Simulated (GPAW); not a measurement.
# ZrB2 (P6/mmm) in GPAW: notebook

One crystal, ZrB2, is run at these levels: revPBE, BLYP; tasks: band structure.

Everything below comes from runs of GPAW 26.7.0. Logs are shortened: lines on timing, memory, paths and dates and some standing lists are left out, and cuts for length are marked. The log counts tension as positive stress, the text compression.

## (1) The crystal as given

The structure is hexagonal, space group P6/mmm (No. 191). The conventional cell has a = 3.170 Å, b = 3.170 Å, c = 3.533 Å, α = 90.00°, β = 90.00°, γ = 120.00°. Zr (site symmetry 6/mmm) has 12 B at 2.54 Å as nearest neighbours. B (site symmetry -6m2) is surrounded by 3 B at 1.83 Å.

## (2) Band structure, revPBE

Input file run.py:

```python
from ase import Atoms
from ase.dft.bandgap import bandgap
from ase.io import write
from ase.units import GPa
from gpaw import GPAW, PW

atoms = Atoms(['Zr', 'B', 'B'],
              cell=[[3.17, 0.0, 0.0],
                    [-1.585, 2.74530053, 0.0],
                    [0.0, 0.0, 3.533]],
              scaled_positions=[[0.0, 0.0, 0.0],
                                [0.6666666667, 0.3333333333, 0.5],
                                [0.3333333333, 0.6666666667, 0.5]],
              pbc=True)

calc = GPAW(mode=PW(800),
            xc='revPBE',
            kpts={'size': (10, 10, 8), 'gamma': True},
            occupations={'name': 'fermi-dirac', 'width': 0.05},
            nbands=20,
            convergence={'density': 1e-05, 'energy': 1e-05},
            maxiter=150,
            txt='gpaw.txt')
atoms.calc = calc
energy = atoms.get_potential_energy()
forces = atoms.get_forces()
stress = atoms.get_stress()
calc.write('gs.gpw')
write('result.traj', atoms)
print(f'Energy: {energy:.6f} eV')
print('Forces (eV/A):')
print(forces.round(4))
print('Stress (GPa):', (stress / GPa).round(3))
print('Fermi level:', round(calc.get_fermi_level(), 4), 'eV')
print(f'Gap: {bandgap(calc)[0]:.4f} eV, direct: {bandgap(calc, direct=True)[0]:.4f} eV')

path = atoms.cell.bandpath('GMKGALHA,LM,KH', npoints=100, eps=1e-4)
bs_calc = calc.fixed_density(kpts=path, symmetry='off', nbands=31,
                             convergence={'bands': 'CBM+6.0', 'eigenstates': 1e-6}, txt='bands.txt')
bs = bs_calc.band_structure()
bs.write('bs.json')
print(f'Gap on the path: {bandgap(bs_calc)[0]:.4f} eV')
```

Potentials or basis: the program's PAW data sets (release 1.2.1) made for this functional, pw.

The run is started by

```bash
OMP_NUM_THREADS=1 python run.py
```

gpaw.txt:

```text
__  _  _
 | _ |_)|_||  |
 |__||  | ||/\| - 26.7.0

Input parameters:
  mode=PW(ecut=800.0),
  convergence={'density': 1e-05, 'energy': 1e-05},
  kpts=MonkhorstPack(size=(10, 10, 8), gamma=True),
  maxiter=150,
  nbands=20,
  occupations=Occupations(name='fermi-dirac', width=0.05),
  xc=XC(name='revPBE')

Diagonalizing LCAO Hamiltonian
Converting LCAO to pw mode

         B  B

       Zr

Atoms  # Å, Bohr magnetons
|   | symbol |         x |        y |        z |    initial magnetic moments |
|---|--------|-----------|----------|----------|-----------------------------|
| 0 |     Zr |  0.000000 | 0.000000 | 0.000000 | ( 0.0000,  0.0000,  0.0000) |
| 1 |      B |  1.585000 | 0.915100 | 1.766500 | ( 0.0000,  0.0000,  0.0000) |
| 2 |      B | -0.000000 | 1.830200 | 1.766500 | ( 0.0000,  0.0000,  0.0000) |

Unit cell  # Å
| periodic |         x |        y |        z |  lengths |     angles |
|----------|-----------|----------|----------|----------|------------|
|      yes |  3.170000 | 0.000000 | 0.000000 | 3.170000 |  90.000000 |
|      yes | -1.585000 | 2.745301 | 0.000000 | 3.170000 |  90.000000 |
|      yes |  0.000000 | 0.000000 | 3.533000 | 3.533000 | 120.000000 |

Number of symmetries: 24
Symmetry operations  # r_c * U_cc + t_c -> r_c
|    | kind |            matrix            |
|----|------|------------------------------|
|  0 |  σ   |  1, 1, 0,  0,-1, 0,  0, 0, 1 |
|  1 |  C2  |  1, 1, 0,  0,-1, 0,  0, 0,-1 |
|  2 |  C6  |  1, 1, 0, -1, 0, 0,  0, 0, 1 |
|  3 |  S6  |  1, 1, 0, -1, 0, 0,  0, 0,-1 |
|  4 |  E   |  1, 0, 0,  0, 1, 0,  0, 0, 1 |
|  5 |  σ   |  1, 0, 0,  0, 1, 0,  0, 0,-1 |
|  6 |  σ   |  1, 0, 0, -1,-1, 0,  0, 0, 1 |
|  7 |  C2  |  1, 0, 0, -1,-1, 0,  0, 0,-1 |
|  8 |  σ   |  0, 1, 0,  1, 0, 0,  0, 0, 1 |
|  9 |  C2  |  0, 1, 0,  1, 0, 0,  0, 0,-1 |
| 10 |  C3  |  0, 1, 0, -1,-1, 0,  0, 0, 1 |
| 11 |  S3  |  0, 1, 0, -1,-1, 0,  0, 0,-1 |
| 12 |  C6  |  0,-1, 0,  1, 1, 0,  0, 0, 1 |
| 13 |  S6  |  0,-1, 0,  1, 1, 0,  0, 0,-1 |
| 14 |  σ   |  0,-1, 0, -1, 0, 0,  0, 0, 1 |
| 15 |  C2  |  0,-1, 0, -1, 0, 0,  0, 0,-1 |
| 16 |  σ   | -1, 0, 0,  1, 1, 0,  0, 0, 1 |
| 17 |  C2  | -1, 0, 0,  1, 1, 0,  0, 0,-1 |
| 18 |  C2  | -1, 0, 0,  0,-1, 0,  0, 0, 1 |
| 19 |  i   | -1, 0, 0,  0,-1, 0,  0, 0,-1 |
| 20 |  C3  | -1,-1, 0,  1, 0, 0,  0, 0, 1 |
| 21 |  S3  | -1,-1, 0,  1, 0, 0,  0, 0,-1 |
| 22 |  σ   | -1,-1, 0,  0, 1, 0,  0, 0, 1 |
| 23 |  C2  | -1,-1, 0,  0, 1, 0,  0, 0,-1 |

BZ-sampling:
  Number of BZ points: 800
  Number of IBZ points: 70

  Monkhorst-Pack size: [10, 10, 8]
  Monkhorst-Pack shift: [0.05, 0.05, 0.0625]

K-points  # in reciprocal-cell coordinates
|     |                                coordinates |     weight |
|-----|--------------------------------------------|------------|
|   0 | (  0.00000000,   0.00000000,   0.00000000) | 0.00125000 |
|   1 | (  0.00000000,   0.00000000,   0.12500000) | 0.00250000 |
|   2 | (  0.00000000,   0.00000000,   0.25000000) | 0.00250000 |
|   3 | (  0.00000000,   0.00000000,   0.37500000) | 0.00250000 |
|   4 | (  0.00000000,   0.00000000,   0.50000000) | 0.00125000 |
|   5 | (  0.10000000,   0.00000000,   0.00000000) | 0.00750000 |
|   6 | (  0.10000000,   0.00000000,   0.12500000) | 0.01500000 |
|   7 | (  0.10000000,   0.00000000,   0.25000000) | 0.01500000 |
|   8 | (  0.10000000,   0.00000000,   0.37500000) | 0.01500000 |
|   9 | (  0.10000000,   0.00000000,   0.50000000) | 0.00750000 |
| ... |                                            |            |
|  69 | (  0.50000000,   0.50000000,   0.50000000) | 0.00375000 |

Plane wave coefficients: 1603
Cutoff: 800.0 eV

Spin-components: 1 (collinear spins)
Bands:           20
Projectors:      16
Spin-degeneracy: 2
Datatype:        complex128

Parallelization:
  kpt:    1
  domain: 1
  band:   1

Density:
  Valence electrons: 18.0
  Components: 1
  Grid points: [21 21 24]
  Charge: 0.0  # |e|

Potential:
  Grid points: [21 21 24]

species:
  Zr:
    name:    Zirconium
    Z:       40.0
    valence: 12
    core:    28
    charge:  0.0  # [|e|]
    compensation charges:
      type: gauss
      rc: 0.40  # [Å]
      lmax: 2
    cutoffs:
      filter: 2.39  # [Å]
      core: 1.59  # [Å]
    projectors
    | kind |    occ | energy [eV] | rcut [Å] |
    |------|--------|-------------|----------|
    |   4s |  2.000 |     -54.468 |    1.323 |
    |   5s |  2.000 |      -4.393 |    1.323 |
    |   4p |  6.000 |     -32.460 |    1.334 |
    |   5p |  0.000 |      -1.451 |    1.334 |
    |   4d |  2.000 |      -3.567 |    1.244 |
    |    d |        |      23.644 |    1.244 |

    Using partial waves for Zr as LCAO basis

  B:
    name:    Boron
    Z:       5.0
    valence: 3
    core:    2
    charge:  0.0  # [|e|]
    compensation charges:
      type: gauss
      rc: 0.20  # [Å]
      lmax: 2
    cutoffs:
      filter: 1.14  # [Å]
      core: 1.38  # [Å]
    projectors
    | kind |    occ | energy [eV] | rcut [Å] |
    |------|--------|-------------|----------|
    |   2s |  2.000 |      -9.465 |    0.635 |
    |   2p |  1.000 |      -3.568 |    0.635 |
    |    s |        |      17.746 |    0.635 |
    |    p |        |      23.644 |    0.635 |
    |    d |        |       0.000 |    0.635 |

    Using partial waves for B as LCAO basis

Reference energy: -99240.012494  # eV

eigensolver:
  PPCG
  Converge bands: occupied
  niter=2

density mixing:
  MSR1-Mixer
  Pratt-step length: 0.05
  Maximum mixing coefficient: 0.75
  Old densities: 10
  SVD Regularization: 0.005
  Good broyden scale: 1.0
  Trust region scale: 1.0
  Backstep threshold: 4.0
  History deletion threshold: 6.0
  Fourier metric: weight=20.0, sigma=0.015

occupation numbers:
  Fermi-Dirac:
    width: 0.0500  # eV

poisson solver:
  ecut: 6400.0  # eV

xc functional:
  name: revPBE with 2 nearest neighbor stencil

convergence criteria:
- Maximum integral of absolute [dens]ity change: 1e-05 electrons / valence electron
- Maximum [total energy] change in last 3 cyles: 1e-05 eV / valence electron
- Maximum integral of absolute [eigenst]ate change: 4e-08 eV^2 / valence electron
maximum number of iterations: 150

SCF iterations
|iter     | |      energy | eigst |  dens |
|---------|-|-------------|-------|-------|
|iter:   1| |  -23.930963 | +0.25 |       |
|iter:   2| |  -23.656925 | -1.74 | -1.01 |
|iter:   3| |  -22.850928 | -1.12 | -1.06 |
|iter:   4| |  -22.856486 | -2.94 | -1.79 |
|iter:   5| |  -22.860664 | -3.66 | -2.10 |
|iter:   6| |  -22.860730 | -4.87 | -2.91 |
|iter:   7| |  -22.860730c| -6.38 | -3.79 |
|iter:   8| |  -22.860731c| -7.58c| -4.33 |
|iter:   9| |  -22.860731c| -7.86c| -5.05c|

Converged in 9 steps
Energy contributions relative to reference atoms: (reference = -99240.012494)

Energy contributions:
  Kinetic:          18.616929
  Coulomb:         -17.801589
  Zero:              0.366546
  External:          0.000000
  Xc:              -24.041195
  Entropy:          -0.002842
  Spinorbit:         0.000000
  ----------------------------
  Free energy:     -22.862152
  Extrapolated:    -22.860731

dipole moment: (-5.772027, -9.997444, -12.865976)  # |e|*Ang

Fermi level: 11.944
Eigenvalues  # (at kpt = [0.000, 0.000, 0.000])
| band index |      eig [eV] | occ [0-2] |
|------------|---------------|-----------|
|          0 |       -36.629 |     2.000 |
|          1 |       -14.823 |     2.000 |
|          2 |       -14.278 |     2.000 |
|          3 |       -14.278 |     2.000 |
|          4 |        -0.743 |     2.000 |
|          5 |         9.406 |     2.000 |
[... 9 lines left out ...]
|         15 |        17.189 |     0.000 |
|         16 |        19.877 |     0.000 |
|        ... |               |           |
|         19 |        31.448 |     0.000 |

No gap
No difference between direct/indirect transitions

Forces  # eV/Ang
|        x |       y |       z |
|----------|---------|---------|
|  0.00000 | 0.00000 | 0.00000 |  # Zr   0
| -0.00000 | 0.00000 | 0.00000 |  # B    1
|  0.00000 | 0.00000 | 0.00000 |  # B    2

Stress tensor  # eV/Ang^3
|         x |         y |         z |
|-----------|-----------|-----------|
| -0.016122 |  0.000000 |  0.000000 |
|  0.000000 | -0.016122 |  0.000000 |
|  0.000000 |  0.000000 | -0.020227 |

# Writing to gs.gpw (mode='')
```

It took 92 s on 1 thread of Arm Neoverse V1, shared host; peak memory 0.34 GiB.

Results:

```
Free energy             : -22.8622 eV
Pressure                : 2.8 GPa
Band gap along the path : none (metal or under the smearing width)
```

Levels at the corners of the path, in eV from the Fermi level:
```csv
point,band 6,band 7,band 8,band 9,band 10,band 11,band 12,band 13
Γ,-2.54,-2.54,-2.49,-2.27,3.48,3.48,4.27,4.27
M,-8.48,-3.80,-2.97,-2.59,2.32,2.39,5.00,5.07
K,-7.74,-6.82,-2.36,-2.36,1.64,1.64,3.24,8.61
Γ,-2.54,-2.54,-2.49,-2.27,3.48,3.48,4.27,4.27
A,-6.88,-0.87,-0.87,0.42,0.42,0.86,0.86,1.92
L,-6.94,-4.52,-4.04,-1.94,3.83,4.15,5.36,6.31
H,-8.68,-4.85,-2.60,-2.60,4.17,6.09,6.09,6.65
A,-6.88,-0.87,-0.87,0.42,0.42,0.86,0.86,1.92
L,-6.94,-4.52,-4.04,-1.94,3.83,4.15,5.36,6.31
M,-8.48,-3.80,-2.97,-2.59,2.32,2.39,5.00,5.07
K,-7.74,-6.82,-2.36,-2.36,1.64,1.64,3.24,8.61
H,-8.68,-4.85,-2.60,-2.60,4.17,6.09,6.09,6.65
```

## (3) Band structure, BLYP

Input file run.py:

```python
from ase.dft.bandgap import bandgap
from ase.io import read, write
from ase.units import Bohr, GPa
from gpaw import GPAW, PW, setup_paths
from gpaw.elf import elf_from_dft_calculation

setup_paths.insert(0, '.')

atoms = read('ZrB2.xyz')

calc = GPAW(mode=PW(800),
            xc='BLYP',
            kpts={'size': (10, 10, 8), 'gamma': True},
            occupations={'name': 'fermi-dirac', 'width': 0.05},
            nbands=20,
            convergence={'density': 1e-05, 'energy': 1e-05},
            eigensolver='davidson',
            maxiter=150,
            txt='gpaw.txt')
atoms.calc = calc
energy = atoms.get_potential_energy()
forces = atoms.get_forces()
stress = atoms.get_stress()
calc.write('gs.gpw')
write('result.traj', atoms)
print(f'Energy: {energy:.6f} eV')
print('Forces (eV/A):')
print(forces.round(4))
print('Stress (GPa):', (stress / GPa).round(3))
print('Fermi level:', round(calc.get_fermi_level(), 4), 'eV')
print(f'Gap: {bandgap(calc)[0]:.4f} eV, direct: {bandgap(calc, direct=True)[0]:.4f} eV')

# fields on the real-space grid
write('density.cube', atoms, data=calc.get_pseudo_density() * Bohr**3)
write('potential.cube', atoms, data=calc.get_electrostatic_potential())
write('elf.cube', atoms, data=elf_from_dft_calculation(calc).data)

path = atoms.cell.bandpath('GMKGALHA,LM,KH', npoints=60, eps=1e-4)
bs_calc = calc.fixed_density(kpts=path, symmetry='off', nbands=31,
                             convergence={'bands': 'CBM+6.0', 'eigenstates': 1e-6}, txt='bands.txt')
bs = bs_calc.band_structure()
bs.write('bs.json')
print(f'Gap on the path: {bandgap(bs_calc)[0]:.4f} eV')
```

Input file ZrB2.xyz:

```xyz
3
Lattice="3.1700000000 0.0000000000 0.0000000000 -1.5850000000 2.7453005300 0.0000000000 0.0000000000 0.0000000000 3.5330000000" Properties=species:S:1:pos:R:3 pbc="T T T"
Zr     0.0000000000      0.0000000000      0.0000000000
B      1.5850000002      0.9151001766      1.7665000000
B     -0.0000000002      1.8302003534      1.7665000000
```

Potentials or basis: PAW data sets generated in the run's folder for this functional, pw.

The run is started by

```bash
gpaw-setup -f BLYP B Zr
OMP_NUM_THREADS=1 python run.py
```

Wall time 83 s (1 thread of Arm Neoverse V1, shared host); peak memory 0.29 GiB.

Results (log left out):

```yaml
Free_energy: -20.7718 eV
Pressure: 6.1 GPa
Band_gap_along_the_path: none (metal or under the smearing width)
```

Stress tensor (GPa, compression positive):
```
4.49 0.00 0.00
0.00 4.49 0.00
0.00 0.00 9.34
```

Levels at the corners of the path, in eV from the Fermi level:
| point | band 5 | band 6 | band 7 | band 8 | band 9 | band 10 | band 11 | band 12 | band 13 | band 14 |
| --- | --- | --- | --- | --- | --- | --- | --- | --- | --- | --- |
| Γ | -12.57 | -2.60 | -2.60 | -2.39 | -2.28 | 3.37 | 3.37 | 4.08 | 4.08 | 4.93 |
| M | -8.80 | -8.44 | -3.80 | -3.02 | -2.51 | 2.27 | 2.32 | 4.81 | 4.92 | 6.81 |
| K | -7.70 | -7.70 | -6.70 | -2.38 | -2.38 | 1.61 | 1.61 | 3.15 | 8.38 | 8.38 |
| Γ | -12.57 | -2.60 | -2.60 | -2.39 | -2.28 | 3.37 | 3.37 | 4.08 | 4.08 | 4.93 |
| A | -10.61 | -6.77 | -0.98 | -0.98 | 0.42 | 0.42 | 0.81 | 0.81 | 1.83 | 5.08 |
| L | -9.81 | -6.90 | -4.53 | -3.99 | -1.88 | 3.71 | 4.28 | 5.17 | 6.12 | 6.34 |
| H | -8.65 | -8.65 | -4.80 | -2.56 | -2.56 | 4.03 | 5.92 | 5.92 | 6.46 | 6.46 |
| A | -10.61 | -6.77 | -0.98 | -0.98 | 0.42 | 0.42 | 0.81 | 0.81 | 1.83 | 5.08 |
| L | -9.81 | -6.90 | -4.53 | -3.99 | -1.88 | 3.71 | 4.28 | 5.17 | 6.12 | 6.34 |
| M | -8.80 | -8.44 | -3.80 | -3.02 | -2.51 | 2.27 | 2.32 | 4.81 | 4.92 | 6.81 |
| K | -7.70 | -7.70 | -6.70 | -2.38 | -2.38 | 1.61 | 1.61 | 3.15 | 8.38 | 8.38 |
| H | -8.65 | -8.65 | -4.80 | -2.56 | -2.56 | 4.03 | 5.92 | 5.92 | 6.46 | 6.46 |
